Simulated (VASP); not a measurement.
# Li (P1) in VASP: notebook

One crystal, Li, is run at these levels: PBE; tasks: single point.

Everything below comes from runs of VASP 6.6.1. Logs are shortened: lines on timing, memory, paths and dates and some standing lists are left out, and cuts for length are marked.

### Step 1. Starting point

The typed cell holds 16 atoms: a = 6.980 Å, b = 6.980 Å, c = 6.980 Å, α = 90.00°, β = 90.00°, γ = 90.00°.

The cell was built by a generator and needn't be a form met in nature.

### Step 2. Single point, PBE

The input, INCAR:

```
ALGO = Fast
EDIFF = 1E-6
ENCUT = 520
GGA = PE
ISIF = 2
ISMEAR = -1
LASPH = T
LCHARG = F
LREAL = Auto
LWAVE = F
NBANDS = 38
NELM = 80
PREC = Accurate
SIGMA = 0.11
```

The input, KPOINTS:

```
k-points
0
Gamma
  3 3 3
```

The input, POSCAR:

```
Li
1.0
    6.9800000000      0.0000000000      0.0000000000
    0.0000000000      6.9800000000      0.0000000000
    0.0000000000      0.0000000000      6.9800000000
Li
16
Direct
    0.0848424069     -0.1244412607     -0.0424498567
    0.5187392550     -0.0245845272     -0.0386962751
   -0.0085100287      0.5371203438      0.0150143266
   -0.0159312321     -0.0750286533      0.5240257880
    0.1609455587      0.2323925501      0.2520487106
    0.5136962751      0.3718767908      0.0323782235
    0.4003295129     -0.0564040115      0.5258452722
    0.6936819484      0.1211747851      0.3081232092
    0.0657593123      0.4601289398      0.4861891117
    0.2618624642      0.7593839542      0.2641117479
    0.1726074499      0.2925071633      0.7664613181
    0.5344412607      0.4061174785      0.4919627507
    0.6386962751      0.7399570201      0.3202435530
    0.8335243553      0.3334097421      0.7538108883
    0.3847564470      0.6325358166      0.7632521490
    0.7524641834      0.7104727794      0.7321633238
```

Potentials or basis: VASP PAW PBE potentials, release 64 (Li_sv).

The run is started by

```
> cat potpaw_PBE.64/Li_sv/POTCAR > POTCAR
> mpirun -np 1 vasp_std > vasp.out
```

OUTCAR:

```text
EDIFF = 1E-6
   ENCUT = 520
   GGA = PE
   ISIF = 2
   ISMEAR = -1
   LASPH = T
   LREAL = Auto
   NELM = 80
   PREC = Accurate

 ion  position               nearest neighbor table
   1  0.085  0.876  0.958-   3 2.48  10 2.60
   2  0.519  0.975  0.961-
   3  0.991  0.537  0.015-   1 2.48  14 2.56
   4  0.984  0.925  0.524-
   5  0.161  0.232  0.252-   9 2.37
   6  0.514  0.372  0.032-
   7  0.400  0.944  0.526-  10 2.43
   8  0.694  0.121  0.308-
   9  0.066  0.460  0.486-   5 2.37  11 2.40
  10  0.262  0.759  0.264-   7 2.43   1 2.60
  11  0.173  0.293  0.766-  14 2.39   9 2.40
  12  0.534  0.406  0.492-
  13  0.639  0.740  0.320-
  14  0.834  0.333  0.754-  11 2.39   3 2.56
  15  0.385  0.633  0.763-
  16  0.752  0.710  0.732-

  LATTYP: Found a simple cubic cell.
 ALAT       =     6.9800000000

  Lattice vectors:

 A1 = (   6.9800000000,   0.0000000000,   0.0000000000)
 A2 = (   0.0000000000,   6.9800000000,   0.0000000000)
 A3 = (   0.0000000000,   0.0000000000,   6.9800000000)

Analysis of symmetry for initial positions (statically):
=====================================================================
 Subroutine PRICEL returns:
 Original cell was already a primitive cell.

 Routine SETGRP: Setting up the symmetry group for a
 simple cubic supercell.

 Subroutine GETGRP returns: Found  1 space group operations
 (whereof  1 operations were pure point group operations)
 out of a pool of 48 trial point group operations.

The static configuration has the point symmetry C_1 .

Analysis of symmetry for dynamics (positions and initial velocities):
=====================================================================
 Subroutine PRICEL returns:
 Original cell was already a primitive cell.

 Routine SETGRP: Setting up the symmetry group for a
 simple cubic supercell.

 Subroutine GETGRP returns: Found  1 space group operations
 (whereof  1 operations were pure point group operations)
 out of a pool of 48 trial point group operations.

The dynamic configuration has the point symmetry C_1 .

 Subroutine INISYM returns: Found  1 space group operations
 (whereof  1 operations are pure point group operations),
 and found     1 'primitive' translations

----------------------------------------------------------------------------------------

                                     Primitive cell

  volume of cell :     340.0684

  direct lattice vectors                    reciprocal lattice vectors
     6.980000000  0.000000000  0.000000000     0.143266476  0.000000000  0.000000000
     0.000000000  6.980000000  0.000000000     0.000000000  0.143266476  0.000000000
     0.000000000  0.000000000  6.980000000     0.000000000  0.000000000  0.143266476

  length of vectors
     6.980000000  6.980000000  6.980000000     0.143266476  0.143266476  0.143266476

  position of ions in fractional coordinates (direct lattice)
     0.084842407  0.875558739  0.957550143
     0.518739255  0.975415473  0.961303725
     0.991489971  0.537120344  0.015014327
     0.984068768  0.924971347  0.524025788
     0.160945559  0.232392550  0.252048711
     0.513696275  0.371876791  0.032378223
[... 8 lines left out ...]
     0.384756447  0.632535817  0.763252149
     0.752464183  0.710472779  0.732163324

  ion indices of the primitive-cell ions
   primitive index   ion index
                 1           1
                 2           2
                 3           3
                 4           4
                 5           5
                 6           6
[... 8 lines left out ...]
                15          15
                16          16

----------------------------------------------------------------------------------------

 KPOINTS: k-points

Automatic generation of k-mesh.
 Grid dimensions read from file:
 generate k-points for:    3    3    3

 Generating k-lattice:

  Cartesian coordinates                     Fractional coordinates (reciprocal lattice)
     0.047755492  0.000000000  0.000000000     0.333333333  0.000000000  0.000000000
[... 47 lines left out ...]
   AEXX    =    0.0000 exact exchange contribution
   IVDW    =     0    specifies the selected vdW correction
   LEPSILON=     F    determine dielectric tensor
   LRPA    =     F    only Hartree local field effects (RPA)
 non-spin polarized calculation
 RMM-DIIS sequential band-by-band and
  energy-cutoff  :      520.00
  volume of cell :      340.07
 maximum number of plane-waves:      9180
 NGX is ok and might be reduce to    54
   NGX = 25   NGY = 25   NGZ = 25

 number of electron      47.9999999 magnetization

 Free energy of the ion-electron system (eV)
  ---------------------------------------------------
  ext. energy  EPLUGINS =         0.00000000
  ---------------------------------------------------
  free energy    TOTEN  =       -28.01968168 eV

  energy without entropy =      -27.74763552  energy(sigma->0) =      -27.88365860

 E-fermi :   0.4501     XC(G=0):  -6.8961

 val. band max:        0.4409378771   @ k =   0.3333   0.0000   0.3333
 cond. band min:       0.4687306827   @ k =   0.0000   0.3333   0.3333
 fundamental gap:      0.0277928056
 Fermi energy:         0.4500978484

 k-point     1 :       0.0000    0.0000    0.0000
  band No.  band energies     occupation
      1     -46.5215      2.00000
      2     -46.4104      2.00000
      3     -46.3936      2.00000
      4     -46.3636      2.00000
      5     -46.3387      2.00000
      6     -46.3244      2.00000
[... 28 lines left out ...]
     35       3.2443      0.00000
     36       3.5168      0.00000

 k-point     2 :       0.3333    0.0000    0.0000
  band No.  band energies     occupation
      1     -46.5215      2.00000
      2     -46.4104      2.00000
      3     -46.3936      2.00000
      4     -46.3636      2.00000
      5     -46.3387      2.00000
      6     -46.3243      2.00000
[... 28 lines left out ...]
     35       3.3632      0.00000
     36       3.6420      0.00000
[... 427 lines left out ...]
     35       3.5194      0.00000
     36       3.9550      0.00000

 k-point    14 :       0.3333   -0.3333    0.3333
  band No.  band energies     occupation
      1     -46.5215      2.00000
      2     -46.4104      2.00000
      3     -46.3936      2.00000
      4     -46.3636      2.00000
      5     -46.3387      2.00000
      6     -46.3244      2.00000
[... 28 lines left out ...]
     35       3.3046      0.00000
     36       3.9505      0.00000
 [bands above 36 left out]

------------------------ aborting loop because EDIFF is reached ----------------------------------------

  FORCE on cell =-STRESS in cart. coord.  units (eV):
  Direction    XX          YY          ZZ          XY          YZ          ZX
  --------------------------------------------------------------------------------------
  -------------------------------------------------------------------------------------
  Total        0.0371230      2.3006993      1.3975028      0.2529626      0.3770909      0.9779505
  in kB        0.1748991     10.8393733      6.5841088      1.1917924      1.7766031      4.6074557
  external PRESSURE =       5.8661271 kB  Pullay stress =       0.0000000 kB

 VOLUME and BASIS-vectors are now :
 -----------------------------------------------------------------------------
  energy-cutoff  :      520.00
  volume of cell :      340.07
      direct lattice vectors                 reciprocal lattice vectors
     6.980000000  0.000000000  0.000000000     0.143266476  0.000000000  0.000000000
     0.000000000  6.980000000  0.000000000     0.000000000  0.143266476  0.000000000
     0.000000000  0.000000000  6.980000000     0.000000000  0.000000000  0.143266476

 POSITION                                       TOTAL-FORCE (eV/Angst)
 -----------------------------------------------------------------------------------
      0.59220      6.11140      6.68370        -0.157707      0.746910     -0.258211
      3.62080      6.80840      6.70990         0.027673      0.028230     -0.037685
      6.92060      3.74910      0.10480        -0.194364     -0.167870      0.586874
      6.86880      6.45630      3.65770         0.079920      0.201504      0.022067
      1.12340      1.62210      1.75930         0.307762     -0.620175     -0.439013
      3.58560      2.59570      0.22600        -0.065291      0.380410      0.127902
[... 8 lines left out ...]
      2.68560      4.41510      5.32750        -0.535447      0.048387      0.097193
      5.25220      4.95910      5.11050        -0.006127      0.077208      0.019962
 -----------------------------------------------------------------------------------
    total drift:                                0.001168     -0.005100      0.006093

  FREE ENERGIE OF THE ION-ELECTRON SYSTEM (eV)
  ---------------------------------------------------
  free  energy   TOTEN  =       -28.0196816839 eV

  energy  without entropy=      -27.7476355160  energy(sigma->0) =      -27.88365860
```

Run time: 11 min. Hardware: 1 thread of Intel Xeon Platinum 8488C (Sapphire Rapids), shared host; peak memory 0.42 GiB.

What came out:

```
Free energy            : -28.0197 eV
Largest force          : 1.249 eV/Å
Band gap on the k mesh : none (metal or under the smearing width)
```

Forces on the atoms (eV/Å):
```
Li  -0.158  0.747 -0.258
Li   0.028  0.028 -0.038
Li  -0.194 -0.168  0.587
Li   0.080  0.202  0.022
Li   0.308 -0.620 -0.439
Li  -0.065  0.380  0.128
Li   0.047  0.765  0.593
Li   0.526  0.106 -0.149
Li  -0.358  0.994 -0.200
Li  -0.008 -0.462 -0.270
Li   0.911 -0.784  0.338
Li  -0.298 -0.077  0.056
Li   0.618 -0.468 -0.454
Li  -0.894 -0.768 -0.033
Li  -0.535  0.048  0.097
Li  -0.006  0.077  0.020
```

Caveat: the cutoff is under 1.25 times the usual one of these potentials, so pressure, stress and relaxed cells hold a basis-set (Pulay) error; forces of over 1 eV/Å show positions far from the minimum, so gaps and moduli don't describe the material at rest.

### Step 3. Single point, PBE

The input, INCAR:

```
SYSTEM = Li
PREC     = Accurate       ! precision mode
ENCUT    = 520            ! plane-wave cutoff, eV
EDIFF    = 1E-6           ! SCF threshold, eV
ISMEAR   = -1             ! smearing method
SIGMA    = 0.11           ! smearing width, eV
LREAL    = Auto         
LASPH    = .TRUE.         ! aspherical terms in the spheres
NELM     = 100            ! most SCF steps
ALGO     = Fast           ! electronic algorithm
ISIF     = 2              ! what is computed and relaxed
LWAVE    = .FALSE.        ! write WAVECAR
LCHARG   = .FALSE.        ! write CHGCAR
GGA      = PE             ! functional
NBANDS   = 38             ! bands
```

The input, KPOINTS:

```
regular mesh
0
G
  3 3 3
  0 0 0
```

The input, POSCAR:

```
Li
1.0
    6.9800000000      0.0000000000      0.0000000000
    0.0000000000      6.9800000000      0.0000000000
    0.0000000000      0.0000000000      6.9800000000
Li
16
Direct
   -0.0260601719      0.0298137536     -0.0059312321
    0.4831518625     -0.0641404011      0.0155587393
    0.0095558739      0.4914613181      0.0391977077
    0.0349570201      0.0630802292      0.4721776504
    0.2621776504      0.2213323782      0.2194126074
    0.5025501433      0.4777077364      0.0803581662
    0.4729656160      0.0314469914      0.5009598854
    0.7455157593      0.2313610315      0.2367191977
    0.0031232092      0.4652865330      0.5341547278
    0.2103868195      0.7664469914      0.2879512894
    0.2697564470      0.2609312321      0.7221060172
    0.4996848138      0.5417765043      0.4730945559
    0.7757449857      0.7563037249      0.2727220630
    0.8488968481      0.2288252149      0.6717765043
    0.2910315186      0.7232521490      0.7360315186
    0.7366332378      0.7463180516      0.8077650430
```

Potentials or basis: VASP PAW PBE potentials, release 64 (Li_sv).

The run is started by

```
> cat potpaw_PBE.64/Li_sv/POTCAR > POTCAR
> mpirun -np 1 vasp_std > vasp.out
```

Run time: 3.7 min. Hardware: 1 thread of Intel Xeon 6975P-C (Granite Rapids), shared host; peak memory 0.42 GiB.

Results (log left out):

```yaml
Free_energy: -28.8063 eV
Largest_force: 1.835 eV/Å
Band_gap_on_the_k_mesh: none (metal or under the smearing width)
```

Forces in eV/Å, atoms in the order of the input:
```
Li   0.329 -0.222 -0.096
Li  -0.042  0.316  0.165
Li   0.021  0.017 -0.225
Li   0.252 -0.905 -0.316
Li  -0.139  0.165  0.146
Li   0.031  0.304 -0.621
Li   0.455 -0.268 -0.055
Li  -0.018 -0.026  0.183
Li   0.354  0.984 -0.691
Li   0.120 -0.118 -0.189
Li   0.227  0.101  0.567
Li   0.184 -0.350  0.098
Li  -0.040  0.179  0.126
Li  -1.468 -0.125  1.094
Li  -0.493  0.151  0.227
Li   0.226 -0.203 -0.414
```

Levels at points of the mesh, in eV from the Fermi level:
```
           k point  band 22  band 23  band 24  band 25  band 26  band 27
(0.00, 0.00, 0.00)    -0.98    -0.90     0.24     0.25     0.35     0.39
```

Caveat: the cutoff is under 1.25 times the usual one of these potentials, so pressure, stress and relaxed cells hold a basis-set (Pulay) error; forces of over 1 eV/Å show positions far from the minimum, so gaps and moduli don't describe the material at rest.

### Step 4. Single point, PBE

The input, INCAR:

```
SYSTEM = Li
PREC = Accurate
ENCUT = 520
EDIFF = 1E-6
ISMEAR = -1
SIGMA = 0.11
LREAL = Auto
LASPH = .True.
NELM = 100
ALGO = Fast
ISIF = 2
LWAVE = .False.
LCHARG = .True.
GGA = PE
LELF = .True.
LVHAR = .True.
NBANDS = 38
```

The input, KPOINTS:

```
regular mesh
0
Gamma
  3 3 3
  0 0 0
```

The input, POSCAR:

```
Li
1.0
    6.9800000000      0.0000000000      0.0000000000
    0.0000000000      6.9800000000      0.0000000000
    0.0000000000      0.0000000000      6.9800000000
Li
16
Direct
    0.0101575931     -0.0017048711     -0.0275071633
    0.4743553009     -0.0981088825      0.0655873926
    0.0050143266      0.4729799427      0.0519054441
    0.0509598854      0.0280659026      0.4781948424
    0.2761031519      0.1609312321      0.2296704871
    0.5166475645      0.4551002865      0.0962893983
    0.5129942693      0.0571346705      0.4887822350
    0.7857593123      0.2029942693      0.2395988539
   -0.0074785100      0.5279656160      0.4630515759
    0.2522922636      0.7667765043      0.3183810888
    0.3318051576      0.2332808023      0.7947564470
    0.4864756447      0.5231805158      0.4970200573
    0.7486819484      0.7646848138      0.2390401146
    0.7597707736      0.2005014327      0.7126934097
    0.1996131805      0.7180085960      0.8174641834
    0.7259312321      0.7295558739      0.7784240688
```

The run is started by

```
> cat potpaw_PBE.64/Li_sv/POTCAR > POTCAR
> mpirun -np 1 vasp_std > vasp.out
```

Wall time 3.8 min (1 thread of Intel Xeon 6975P-C (Granite Rapids), shared host); peak memory 0.42 GiB.

Results (log left out):

- Free energy: -28.9591 eV
- Largest force: 0.839 eV/Å
- Band gap on the k mesh: none (metal or under the smearing width)

Forces in eV/Å, atoms in the order of the input:
```
Li  -0.108  0.024  0.181
Li   0.110  0.294 -0.649
Li   0.077 -0.028 -0.153
Li  -0.305 -0.121  0.582
Li  -0.221  0.787 -0.190
Li  -0.022  0.134 -0.300
Li  -0.012 -0.579  0.023
Li  -0.211  0.027  0.015
Li  -0.098 -0.447  0.381
Li  -0.080 -0.266 -0.271
Li  -0.311  0.080 -0.030
Li   0.107 -0.257  0.133
Li   0.437  0.020  0.331
Li   0.216  0.435  0.445
Li   0.366 -0.088 -0.380
Li   0.056 -0.015 -0.119
```

Levels at points of the mesh, in eV from the Fermi level:
```
           k point  band 21  band 22  band 23  band 24  band 25  band 26  band 27  band 28
(0.00, 0.00, 0.00)    -1.09    -1.07    -1.05     0.29     0.32     0.35     0.39     0.44
```

Caveat: the cutoff is under 1.25 times the usual one of these potentials, so pressure, stress and relaxed cells hold a basis-set (Pulay) error.

### Step 5. Single point, PBE

The input, INCAR:

```
SYSTEM = Li
  PREC = Accurate
  ENCUT = 520
  EDIFF = 1E-6
  ISMEAR = -1
  SIGMA = 0.11
  LREAL = Auto
  LASPH = .TRUE.
  NELM = 100
  ALGO = Fast
  ISIF = 2
  LWAVE = .FALSE.
  LCHARG = .TRUE.
  GGA = PE
  LELF = .TRUE.
  LVHAR = .TRUE.
  NBANDS = 38
```

The input, KPOINTS:

```
Automatic mesh
0
G
  3 3 3
  0 0 0
```

The input, POSCAR:

```
Li
1.0
    6.9800000000      0.0000000000      0.0000000000
    0.0000000000      6.9800000000      0.0000000000
    0.0000000000      0.0000000000      6.9800000000
Li
16
Direct
   -0.0293409742     -0.0344842407     -0.0358166189
    0.5011461318     -0.0657593123      0.0554727794
   -0.0570773639      0.4125071633      0.0167191977
    0.0811604585      0.0029656160      0.5488252149
    0.2321919771      0.1940687679      0.2860888252
    0.5221346705      0.4280802292      0.0778796562
    0.4933524355      0.0082234957      0.4978796562
    0.8113323782      0.1812893983      0.1997707736
    0.0134957020      0.5928080229      0.4766762178
    0.3106303725      0.7132808023      0.3105730659
    0.3103868195      0.1899713467      0.8871060172
    0.4865759312      0.4945415473      0.5672779370
    0.8113180516      0.7613610315      0.2379799427
    0.6477507163      0.2115472779      0.8151146132
    0.1664326648      0.6960744986      0.8115472779
    0.7212750716      0.7190401146      0.7682234957
```

The run is started by

```
> cat potpaw_PBE.64/Li_sv/POTCAR > POTCAR
> mpirun -np 1 vasp_std > vasp.out
```

It took 4.4 min on 1 thread of Intel Xeon 6975P-C (Granite Rapids), shared host; peak memory 0.42 GiB.

It converged, with:

| Quantity | Value |
| --- | --- |
| Free energy | -27.9613 eV |
| Largest force | 1.301 eV/Å |
| Band gap on the k mesh | none (metal or under the smearing width) |

Forces on the atoms (eV/Å):
```
Li   0.220  0.100 -0.049
Li   0.048 -0.197 -0.006
Li   0.563  0.742 -0.509
Li  -0.477 -0.053  0.305
Li   0.020  0.441 -0.345
Li  -0.056  0.638  0.409
Li   0.390 -0.172  0.187
Li  -0.610 -0.284  1.113
Li  -0.264 -0.827  0.248
Li  -0.173  0.131 -0.462
Li  -0.931  0.177 -0.505
Li  -0.079 -0.335 -0.124
Li  -0.307 -0.099  0.062
Li   0.966 -0.164 -0.565
Li   0.696 -0.214  0.170
Li  -0.006  0.115  0.072
```

Levels at points of the mesh, in eV from the Fermi level:
```
           k point  band 21  band 22  band 23  band 24  band 25  band 26  band 27  band 28
(0.00, 0.00, 0.00)    -1.12    -1.02    -0.76     0.28     0.29     0.37     0.41     0.51
```

Caveat: the cutoff is under 1.25 times the usual one of these potentials, so pressure, stress and relaxed cells hold a basis-set (Pulay) error; forces of over 1 eV/Å show positions far from the minimum, so gaps and moduli don't describe the material at rest.
